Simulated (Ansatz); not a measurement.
## TaN

```xyz
4
Lattice="3.0500 0.0000 0.0000 -1.5250 2.6414 0.0000 0.0000 0.0000 4.9400" Properties=species:S:1:pos:R:3 pbc="T T T"
Ta    0.0000    1.7609    0.0000
Ta    1.5250    0.8805    2.4700
N     0.0000    1.7609    1.9019
N     1.5250    0.8805    4.3719
```

Atoms are numbered in the order listed.

The cell is a database entry far from equilibrium at this level of theory, probably a faulty or high-pressure entry; it serves as a test geometry alone.

No spin–orbit coupling, which matters for the heavy atoms here.

Levels of theory: DFT, PBEsol, all-electron LAPW, scalar-relativistic (Ansatz 0.2.0); DFT, PBEsol, PAW with Ansatz's default frozen-core files, scalar-relativistic (Ansatz 0.2.0).

For LAPW: a Γ-centred 9×9×5 k mesh, Fermi–Dirac smearing of 0.01 eV, basis error target 1 meV/atom, no spin polarisation. PAW takes a cutoff of 420 eV at this cell (files made with PBE, cores remade for this functional). The Ansatz runs share mesh, smearing and spin set-up. Values come from LAPW unless marked.

| Property | Result |
| --- | --- |
| Löwdin charges (with 0.21 e of the cell spilling out of the atomic basis, so their sizes and signs hang on that basis) | Ta1 0.55, N3 -0.45 e |
| Volume per atom | 9.95 Å³ |

Task: Give the computed value. Pressure at this cell.

Result: 123.7 GPa.

Task: Give the computed value. Stress xx, yy, zz (compression positive).

Result: 131.76, 131.76, 107.65 GPa.

Task: Density of states at the Fermi level (0.2 eV bin): what does the calculation give?

Result: 1.54 states/eV per cell.

Task: Predict this quantity. Bader charges (from the PAW run).

Result: Ta1 +1.70, N3 -1.70 e.

Task: Predict this quantity. Largest force.

Result: 2.266 eV/Å on Ta1.

Task: Give the computed value. Band gap.

Result: none: bands cross the Fermi level, a metal.
